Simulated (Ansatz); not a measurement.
**HfGe2N4 monolayer in a perpendicular field**

What dipole does a perpendicular field induce in the HfGe2N4 monolayer, and does the gap follow? A positive field points along +c.

Main program and level: Ansatz 0.2.0; plane-wave DFT, PBE-D3(BJ), Ansatz PAW (set soft_1); PAW set soft_1.

### 1. Starting point

The cell holds 7 atoms: 4 N, 2 Ge and 1 Hf. Cell: a = 3.020 Å, b = 3.020 Å, c = 46.447 Å, α = 90.0°, β = 90.0°, γ = 120.0°. Vacuum lies along c.

Structure file:

```xyz
7
Lattice="3.0200 0.0000 0.0000 -1.5100 2.6154 0.0000 0.0000 0.0000 46.4470" Properties=species:S:1:pos:R:3
N     0.0000    0.0000   19.3500
Ge    0.0000    1.7436   19.9378
N     0.0000    1.7436   21.7778
Hf    0.0000    0.0000   23.2235
N     0.0000    1.7436   24.6692
Ge    0.0000    1.7436   26.5092
N     0.0000    0.0000   27.0970
```

### 2. Relaxing the slab

The starting cell is a guess, so the in-plane lattice and the atoms are relaxed first, with the slab cut off from its images along the normal.

File input.yaml:

```yaml
crystal:
  lattice:
    - [3.02, 0.0, 0.0]
    - [-1.51, 2.6153967194, 0.0]
    - [0.0, 0.0, 46.4469581177]
  atoms:
    - { symbol: "N", position: [0.0, 0.0, 0.4166042467] }
    - { symbol: Ge, position: [0.3333333333, 0.6666666667, 0.4292587703] }
    - { symbol: "N", position: [0.3333333333, 0.6666666667, 0.4688738511] }
    - { symbol: Hf, position: [0.0, 0.0, 0.5] }
    - { symbol: "N", position: [0.3333333333, 0.6666666667, 0.5311261489] }
    - { symbol: Ge, position: [0.3333333333, 0.6666666667, 0.5707412297] }
    - { symbol: "N", position: [0.0, 0.0, 0.5833957533] }
  periodic: [true, true, false]
kpoints:
  mp_grid: { grid: [12, 12, 1] }
hamiltonian:
  xc: pbe
  dispersion: d3bj
  pseudopotentials: { kind: paw, azcp: { folder: soft_1 } }
scf:
  occupations: { method: fermi_dirac, width: 0.05 }
  convergence: { dr2_threshold: 1.0e-09 }
relax:
  f_tol: 0.004
  max_steps: 90
  cell: {}
output:
  write_potential: true
  write_density: true
  volumetric_format: npy
```

Command:

```sh
$ ansatz run input.yaml --threads 2 --pin off --max-ram 3072MiB --backend cpu --events-out ev --progress --plain --runs-dir out
```

Numbers of over 12 decimals in the logs are rounded to 6 here.

The program printed:

```text
Warning: relax.cell: scf.convergence.dr2_threshold = 1e-9 eV is looser than the 2.22254309702e-10 eV advised for a relaxation that steers and ends on the stress (1e-10 eV for each atom of the cell: 7, times the square of relax.cell.stress_2d_tol = 0.05 N/m over 17.7 Å (the atoms' height at the walk's start and 5 Å past either face), 2.817e-2 GPa, over a crystal's default 0.05). What an SCF threshold leaves in a stress goes as its square root, and in the free energy as the threshold itself, and one threshold admits the most on a small cell: [figures from the program's tests cut] Set scf.convergence.dr2_threshold to 2.22254309702e-10 eV or tighter. [rest of the remark cut]
Engine: ansatz 0.2.0, aarch64-unknown-linux-gnu
Pseudopotentials: kind: paw
Pseudopotential: N, paw, valence charge 5, recommended cutoff 420 eV (normal), soft_1/N.paw.azcp
Pseudopotential: Ge, paw, valence charge 14, recommended cutoff 420 eV (normal), soft_1/Ge.paw.azcp
Pseudopotential: Hf, paw, valence charge 26, recommended cutoff 420 eV (normal), soft_1/Hf.paw.azcp
Functional definition: PBE
  parameter kappa = 0.804
  parameter beta = 0.066725
  exchange = pbe_x(kappa = kappa, mu = beta*pi^2/3)
  correlation = pbe_c(beta = beta)
Crystal: 7 atoms, lattice volume = 366.861 Å³
Basis set: ecut = 420 eV, 7031 PW (Γ), exchange–correlation on 48×48×640 points (8 copies of the dense FFT grid, shifted against one another)
Bands: 45, of which v1, the nominal top of the filled ones, is band 37 counted from 1 (36 counted from 0)
Symmetry: 12 space group operations
Space group: P-6m2 (ITA 187), of the structure as read, at distance tolerance 7.2e-5 Å
k-points: 19 of 144 (time reversal used)
Non-local potential: N, projectors of the file, l = 0: 2, l = 1: 2, l = 2: 1
Non-local potential: Ge, projectors of the file, l = 0: 2, l = 1: 2, l = 2: 3, l = 3: 1
Non-local potential: Hf, projectors of the file, l = 0: 3, l = 1: 2, l = 2: 2, l = 3: 3
PAW form: soft (Blöchl's): semilocal exchange-correlation on the pseudo side does not see the compensation charge
PAW one-centre angular grid: N, 110 points (default); XC on 64 Gauss nodes
PAW one-centre angular grid: Ge, 590 points (default); XC on 64 Gauss nodes
PAW one-centre angular grid: Hf, 590 points (default); XC on 64 Gauss nodes
Initial density: superposition of atomic densities (neutral atoms: chi_scale 0, normalization atom)
Initial wavefunctions: pseudopotential atomic-orbital guess
Functional: x = pbe(κ = 0.804, μ = 0.219515), c = pbe(β = 0.066725)
SCF iter   1: F=—  HF=-25859.413790 eV  |F-HF|=—  |Δ(HF+E_count)|=         —  Δρ=8.33e-2  dr2=3.01e1  ethr=3.10e-3  ⟨swp⟩=10.3  Hψ=5265  notcnv=0  defer=17
preconditioner: auto → Resta (q_TF=auto, 2.089 Å⁻¹)  ε∞=1.7  [insulator: Δε(μ)=3.112 eV  Ē_g=19.051 eV  σ=0.050 eV  W_gap=1.00  n_scr=30 (ndim 8)  ℏωp=16.5 eV  f_vac=0.759  D(μ)=0.00/eV (n_scr^D=0)  ε∞_Penn≈1.7  vacuum switching on, ρ_ref=2.6e-2 e/Å³]
SCF iter   2: F=—  HF=-25853.718836 eV  |F-HF|=—  |Δ(HF+E_count)|=    5.69e0  Δρ=5.39e-2  dr2=2.70e1  ethr=3.10e-3  ⟨swp⟩=5.9  Hψ=2806  notcnv=0  defer=57
preconditioner: auto → LDOS  [metal: Δε(μ)=0.033 eV  Ē_g=19.651 eV  σ=0.050 eV  W_gap=0.16  n_scr=30 (ndim 8)  ℏωp=16.5 eV  f_vac=0.763  D(μ)=6.75/eV (n_scr^D=26)  β→1.0]
SCF iter   3: F=—  HF=-25851.458069 eV  |F-HF|=—  |Δ(HF+E_count)|=    2.26e0  Δρ=1.32e-2  dr2=8.86e-1  ethr=3.10e-3  ⟨swp⟩=5.2  Hψ=2256  notcnv=0  defer=42
SCF iter   4: F=—  HF=-25851.457789 eV  |F-HF|=—  |Δ(HF+E_count)|=   2.79e-4  Δρ=1.15e-2  dr2=6.83e-1  ethr=1.20e-3  ⟨swp⟩=4.4  Hψ=2023  notcnv=0  defer=44
SCF iter   5: F=—  HF=-25851.323099 eV  |F-HF|=—  |Δ(HF+E_count)|=   1.35e-1  Δρ=2.54e-3  dr2=1.09e-1  ethr=9.24e-4  ⟨swp⟩=4.7  Hψ=1853  notcnv=0  defer=44
SCF iter   6: F=—  HF=-25851.310566 eV  |F-HF|=—  |Δ(HF+E_count)|=   1.25e-2  Δρ=1.09e-3  dr2=6.35e-3  ethr=1.48e-4  ⟨swp⟩=5.0  Hψ=1892  notcnv=0  defer=44
SCF iter   7: F=—  HF=-25851.310215 eV  |F-HF|=—  |Δ(HF+E_count)|=   3.51e-4  Δρ=3.79e-4  dr2=1.92e-4  ethr=8.58e-6  ⟨swp⟩=3.1  Hψ=1912  notcnv=0  defer=44
SCF iter   8: F=—  HF=-25851.310429 eV  |F-HF|=—  |Δ(HF+E_count)|=   2.14e-4  Δρ=1.45e-4  dr2=2.22e-4  ethr=2.60e-7  ⟨swp⟩=3.8  Hψ=2122  notcnv=0  defer=44
SCF iter   9: F=—  HF=-25851.310406 eV  |F-HF|=—  |Δ(HF+E_count)|=   2.32e-5  Δρ=3.60e-5  dr2=1.59e-5  ethr=2.60e-7  ⟨swp⟩=3.1  Hψ=1452  notcnv=0  defer=44
SCF iter  10: F=—  HF=-25851.310441 eV  |F-HF|=—  |Δ(HF+E_count)|=   3.53e-5  Δρ=1.11e-5  dr2=1.02e-6  ethr=2.15e-8  ⟨swp⟩=3.7  Hψ=1947  notcnv=0  defer=44
SCF iter  11: F=—  HF=-25851.310498 eV  |F-HF|=—  |Δ(HF+E_count)|=   5.69e-5  Δρ=4.15e-6  dr2=4.67e-8  ethr=1.37e-9  ⟨swp⟩=3.5  Hψ=1971  notcnv=0  defer=44
SCF iter  12: F=—  HF=-25851.310498 eV  |F-HF|=—  |Δ(HF+E_count)|=   9.41e-8  Δρ=1.65e-6  dr2=1.08e-8  ethr=6.31e-11  ⟨swp⟩=3.6  Hψ=1870  notcnv=0  defer=44
SCF iter  13: F=—  HF=-25851.310498 eV  |F-HF|=—  |Δ(HF+E_count)|=   1.05e-8  Δρ=5.81e-7  dr2=1.89e-9  ethr=1.47e-11  ⟨swp⟩=3.5  Hψ=1881  notcnv=0  defer=44
SCF iter  14: F=-25851.310498 eV  HF=-25851.310498 eV  |F-HF|=3.21e-9  |Δ(HF+E_count)|=   1.92e-9  Δρ=2.58e-7  dr2=1.55e-10  ethr=1.35e-12  ⟨swp⟩=13.4  Hψ=7312  notcnv=0
SCF 1 converged in 14 iterations: F = -25851.310498 eV  dr2 = 1.55e-10
  greatest PAW one-centre occupation: 0.999 electrons in one spin orbital (limit 2), on the Hf atom at site 3 (counted from 0), in its partial waves of l = 0
relax step   1: F+E_penalty+E_count = -25851.31049843 eV  Δ(F+E_penalty+E_count) = +0.000e0 eV  max|allowed force component| = 4.091e0 eV/Å  Δτ_max = 0.0000 Å  P = +17.378 N/m  Ω = 366.861 Å³  fix = [c, alpha, beta]  reactions: c +0.000 N/m  (14 SCF iters, accepted)
Crystal: 7 atoms, lattice volume = 378.966 Å³
Basis set: ecut = 420 eV, 7367 PW (Γ), exchange–correlation on 48×48×640 points (8 copies of the dense FFT grid, shifted against one another)
Initial density: handed on by an earlier stage of this run
Initial wavefunctions: those handed on with the density
iter 1 solved again at ethr=1.64e-3 eV; its pass at ethr=3.10e-3 eV (dr2=1.21e0 eV) is discarded
SCF iter   1: F=—  HF=-25852.707384 eV  |F-HF|=—  |Δ(HF+E_count)|=         —  Δρ=1.81e-2  dr2=1.22e0  ethr=1.64e-3  ⟨swp⟩=2.7  Hψ=6107  notcnv=0  defer=1
preconditioner: auto → Resta (q_TF=auto, 2.078 Å⁻¹)  ε∞=1.7  [insulator: Δε(μ)=1.529 eV  Ē_g=19.661 eV  σ=0.050 eV  W_gap=1.00  n_scr=30 (ndim 8)  ℏωp=16.2 eV  f_vac=0.776  D(μ)=0.00/eV (n_scr^D=0)  ε∞_Penn≈1.7  vacuum switching on, ρ_ref=2.8e-2 e/Å³]
SCF iter   2: F=—  HF=-25852.488602 eV  |F-HF|=—  |Δ(HF+E_count)|=   2.19e-1  Δρ=8.17e-3  dr2=3.99e-1  ethr=1.64e-3  ⟨swp⟩=5.0  Hψ=2216  notcnv=0  defer=36
[...]
relax step   5: F+E_penalty+E_count = -25852.54135715 eV  Δ(F+E_penalty+E_count) = -7.857e-4 eV  max|allowed force component| = 7.577e-3 eV/Å  Δτ_max = 0.0070 Å  P = -0.005 N/m  Ω = 394.062 Å³  energy of the carried Pulay correction = -1.293e-2 eV  fix = [c, alpha, beta]  reactions: c -0.000 N/m  (10 SCF iters, accepted)
[...]
relax step   6: F+E_penalty+E_count = -25852.54136903 eV  Δ(F+E_penalty+E_count) = -1.189e-5 eV  max|allowed force component| = 6.143e-4 eV/Å  Δτ_max = 0.0005 Å  P = -0.005 N/m  Ω = 394.045 Å³  energy of the carried Pulay correction = -1.293e-2 eV  fix = [c, alpha, beta]  reactions: c -0.000 N/m  (6 SCF iters, accepted)
[...]
relax step   7: F+E_penalty+E_count = -25852.56183441 eV  Δ(F+E_penalty+E_count) = -2.047e-2 eV  max|allowed force component| = 3.470e-3 eV/Å  Δτ_max = 0.0000 Å  P = +0.430 N/m  Ω = 394.045 Å³  fix = [c, alpha, beta]  reactions: c +0.000 N/m  stress off target by 4.30e-1 N/m on what of the cell is left free  SCF on the basis re-selected at this cell (its energy is not comparable with the rows above)  (7 SCF iters)
[...]
relax step   8: F+E_penalty+E_count = -25852.56172651 eV  Δ(F+E_penalty+E_count) = +1.079e-4 eV  max|allowed force component| = 7.047e-4 eV/Å  Δτ_max = 0.0016 Å  P = +0.017 N/m  Ω = 394.684 Å³  energy of the carried Pulay correction = -3.007e-4 eV  fix = [c, alpha, beta]  reactions: c +0.000 N/m  (8 SCF iters, accepted)
iter 1 solved again at ethr=8.51e-8 eV; its pass at ethr=3.10e-3 eV (dr2=6.30e-5 eV) is discarded
SCF iter   1: F=—  HF=-25852.561462 eV  |F-HF|=—  |Δ(HF+E_count)|=         —  Δρ=2.84e-5  dr2=7.91e-8  ethr=8.51e-8  ⟨swp⟩=6.8  Hψ=9849  notcnv=0
preconditioner: auto → Resta (q_TF=auto, 2.064 Å⁻¹)  ε∞=1.7  [insulator: Δε(μ)=1.639 eV  Ē_g=19.455 eV  σ=0.050 eV  W_gap=1.00  n_scr=30 (ndim 8)  ℏωp=15.9 eV  f_vac=0.774  D(μ)=0.00/eV (n_scr^D=0)  ε∞_Penn≈1.7  vacuum switching on, ρ_ref=2.7e-2 e/Å³]
SCF iter   2: F=—  HF=-25852.561768 eV  |F-HF|=—  |Δ(HF+E_count)|=   3.06e-4  Δρ=1.43e-5  dr2=3.26e-8  ethr=1.07e-10  ⟨swp⟩=4.9  Hψ=2739  notcnv=0
SCF iter   3: F=—  HF=-25852.561951 eV  |F-HF|=—  |Δ(HF+E_count)|=   1.83e-4  Δρ=5.99e-6  dr2=1.09e-8  ethr=4.41e-11  ⟨swp⟩=4.3  Hψ=2174  notcnv=0
SCF iter   4: F=—  HF=-25852.562029 eV  |F-HF|=—  |Δ(HF+E_count)|=   7.80e-5  Δρ=6.69e-7  dr2=2.78e-9  ethr=1.48e-11  ⟨swp⟩=4.1  Hψ=1697  notcnv=0
iter 5 met the thresholds in force, and the SCF goes on: an eigenvalue changes by 1.67 meV, over its tolerance of 1.15 meV (output.eigenvalues, Limitations)
SCF iter   5: F=-25852.562032 eV  HF=-25852.562032 eV  |F-HF|=1.68e-7  |Δ(HF+E_count)|=   2.55e-6  Δρ=1.53e-7  dr2=2.55e-10  ethr=1.35e-12  ⟨swp⟩=22.4  Hψ=8016  notcnv=0
iter 6 met the thresholds in force, and the SCF goes on: an eigenvalue changes by 1.34 meV, over its tolerance of 1.04 meV (output.eigenvalues, Limitations)
SCF iter   6: F=-25852.562032 eV  HF=-25852.562032 eV  |F-HF|=7.40e-8  |Δ(HF+E_count)|=   9.43e-8  Δρ=7.41e-8  dr2=2.67e-11  ethr=1.00e-12  ⟨swp⟩=9.8  Hψ=5704  notcnv=0
Mixer restart at iter 6: flushing history
SCF iter   7: F=-25852.562032 eV  HF=-25852.562032 eV  |F-HF|=1.09e-10  |Δ(HF+E_count)|=   7.37e-8  Δρ=1.51e-7  dr2=1.07e-10  ethr=1.00e-12  ⟨swp⟩=9.9  Hψ=5993  notcnv=0
SCF 9 converged in 7 iterations: F = -25852.562032 eV  dr2 = 1.07e-10
relax step   9: F+E_penalty+E_count = -25852.56203201 eV  Δ(F+E_penalty+E_count) = -3.055e-4 eV  max|allowed force component| = 7.464e-4 eV/Å  Δτ_max = 0.0000 Å  P = +0.019 N/m  Ω = 394.684 Å³  fix = [c, alpha, beta]  reactions: c +0.000 N/m  stress off target by 1.87e-2 N/m on what of the cell is left free  SCF on the basis re-selected at this cell (its energy is not comparable with the rows above)  (7 SCF iters)
basis re-selected at this cell: Δ(F+E_penalty+E_count) = -3.055e-4 eV, ΔP = +0.002 N/m vs the last step (what re-selecting the basis moved, of the pressure what is left beyond the Pulay correction that the steps carried, after the strain that the cell walked since its last selection, with what the two solves' SCF thresholds leave and, on support functions, any second-order correction that the steps lacked; it is no m [...]
WARN: The output density's exchange-correlation potential varies sharply where the density is thin. Do not read a vacuum level from v_tot or v_xc, or from such a field of the output density. On a cell that repeats whose density bears no net charge and no dipole along the vacuum's axis use v_es (v_loc + v_h of the components); under efield.dipole_correction with no amplitude use v_es + v_field, which holds any externa [...]
SCF converged after 7 iterations
an eigenvalue changed by more than its tolerance at an iteration that met the thresholds in force, so the SCF went on 2 times, its first undamped step at iteration 6: the last check found none over its tolerance
Free energy (F): -25852.562032 eV
Harris-Foulkes:  -25852.562032 eV  (|F-HF|=1.09e-10)
Internal energy: -25852.562032 eV  (E = F + TS)
E sigma→0 (E₀):  -25852.562032 eV
Fermi energy:    -5.923820 eV
--- Per-component energies (eV) ---
  E_band       = -1618.789692
  E_kinetic    = 1107.583075
  E_local      = -526817.271329  (includes V_loc(G=0)·N_el)
  E_nonlocal   = 648.699238
  E_hartree    = 262437.273224
  E_xc         = -645.639579
  E_vxc        = -684.285250  (∫ρ·V_xc dr)
  E_paw        = -12250.258848  (= ΣΔE_a)
  E_vpaw       = -748.064415  (= ΣTr[D̂ρ^β])
  E_aug_tail   = 0.003549  (compensation charges beyond the density's cutoff)
  E_ewald      = 249668.566790
  E_disp       = -1.518152  (pairwise vdW)
  E_smearing   = -0.000000  (= −TS)
  E_closure    = 0.000000  (closes the sum)
  Σ components = -25852.562032   (vs F -25852.562032, Δ=0.00e0)
--- Forces (eV/Å), atoms counted from 1 ---
  atom   1  N      0.00000000    -0.00000000     0.00020349
  atom   2  Ge     0.00000000     0.00000000     0.00074636
  atom   3  N     -0.00000000    -0.00000000    -0.00032368
  atom   4  Hf     0.00000000    -0.00000000    -0.00000000
  atom   5  N      0.00000000    -0.00000000     0.00032368
  atom   6  Ge     0.00000000     0.00000000    -0.00074636
  atom   7  N      0.00000000    -0.00000000    -0.00020349
  max |Σ_I F_I| component: 9.81e-16 eV/Å
--- 2D stress c σ (N/m, compression-positive) ---
        0.018690       0.000000       0.000000
        0.000000       0.018690       0.000000
        0.000000       0.000000       0.000000
  P = ½ c Tr σ = 0.0187 N/m
--- Band table (eV; the first three rows and the last of 19) ---
  k-point 0: bands = [... 33 lower, -8.3674, -7.3527, -7.3527, -7.0794, -5.1494, -4.0915, -2.4260, -1.5100, ... 4 higher]
  k-point 1: bands = [... 33 lower, -8.3967, -7.5165, -7.4575, -6.8985, -4.6494, -3.7272, -2.8254, -1.1142, ... 4 higher]
  k-point 2: bands = [... 33 lower, -8.2331, -7.7716, -7.7289, -6.9019, -4.0974, -3.2756, -3.0581, -0.7140, ... 4 higher]
  k-point 18: bands = [... 33 lower, -8.9771, -8.8270, -7.4779, -6.7887, -4.2264, -1.7698, -0.7011, -0.6910, ... 4 higher]
  the weakly bound empty levels are not read free of the cell's end (no_gap_told)
--- Relaxed structure (7 steps of the walk, 7 accepted, 2 SCFs on fresh bases) ---
  F+E_penalty+E_count = -25852.56203201 eV   max|allowed force component| = 7.464e-4 eV/Å   (the final SCF, on the basis selected at the relaxed cell)
  cell:  # Å, volume = 394.6843 Å³
    - [3.132427, 0, 0.0]
    - [-1.566214, 2.712761, 0.0]
    - [0.0, 0.0, 46.4469581177]
  atoms:
    - { symbol: N, position: [1.0573552618554993e-17, -5.135725556199063e-17, 0.421033] }
    - { symbol: Ge, position: [0.333333, 0.666667, 0.433494] }
    - { symbol: N, position: [0.333333, 0.666667, 0.473754] }
    - { symbol: Hf, position: [1.0573552618555e-17, -5.135725556199063e-17, 0.500000] }
    - { symbol: N, position: [0.333333, 0.666667, 0.526246] }
    - { symbol: Ge, position: [0.333333, 0.666667, 0.566506] }
    - { symbol: N, position: [1.0573552618554993e-17, -5.135725556199063e-17, 0.578967] }
```

Wall time 3.3 min (2 threads of Arm Neoverse V2, shared host); peak memory 0.73 GiB; 6.6 min of CPU time.

Relaxation path:

```csv
step,energy less that of the first step (eV),largest force component (eV/Å),volume (Å³)
1,0.0000,4.0908,366.86
2,-1.1185,0.3416,378.97
3,-1.2261,0.2305,391.85
4,-1.2301,0.1121,393.78
5,-1.2309,0.0076,394.06
6,-1.2309,0.0006,394.05
7*,-1.2513,0.0035,394.05
8,-1.2512,0.0007,394.68
9*,-1.2515,0.0007,394.68
```

Relaxation steps marked * repeat the geometry before them on a plane-wave basis chosen anew for their cell, so energy and pressure can jump there.

Forces are held to the 12 operations that the run works with; a distortion that breaks them can't arise in this run.

```csv
cell as run,before,after,change
a (Å),3.020,3.132,+3.7 %
b (Å),3.020,3.132,+3.7 %
```

The atoms that moved most (Å, along periodic axes as changes of fractional coordinates times the final cell, across vacuum about the mean position):

```csv
atom,dx,dy,dz,length
N3,0.000,0.000,0.227,0.227
N5,0.000,0.000,-0.227,0.227
N7,0.000,0.000,-0.206,0.206
N1,0.000,0.000,0.206,0.206
Ge6,0.000,0.000,-0.197,0.197
Ge2,0.000,0.000,0.197,0.197
```

Final coordinates:

```cif
data_structure
_symmetry_space_group_name_H-M 'P 1'
_symmetry_Int_Tables_number 1
_cell_length_a 3.1324
_cell_length_b 3.1324
_cell_length_c 46.4470
_cell_angle_alpha 90.000
_cell_angle_beta 90.000
_cell_angle_gamma 120.000
_cell_volume 394.68
loop_
_atom_site_label
_atom_site_type_symbol
_atom_site_fract_x
_atom_site_fract_y
_atom_site_fract_z
_atom_site_occupancy
N1 N 0.00000 0.00000 0.42103 1
Ge2 Ge 0.33333 0.66667 0.43349 1
N3 N 0.33333 0.66667 0.47375 1
Hf4 Hf 0.00000 0.00000 0.50000 1
N5 N 0.33333 0.66667 0.52625 1
Ge6 Ge 0.33333 0.66667 0.56651 1
N7 N 0.00000 0.00000 0.57897 1
```

The lattice constant a goes from 3.020 to 3.132 Å.

[end of part 1 of 2]

[Logs are printed without paths, hosts, clocks, repeated set-up lines and the standing remarks that a program may print on its own settings, such as how far it seeks lower states.]

[Hosts, paths, dates, database ids (printed as entryN), source tags and the programs' standing remarks are cut or masked in the printed files.]

[Maps of the electrostatic potential energy from Ansatz leave out the sawtooth potential of an applied field or a dipole correction, so their vacuum need not be flat; planar profiles and work functions include it.]
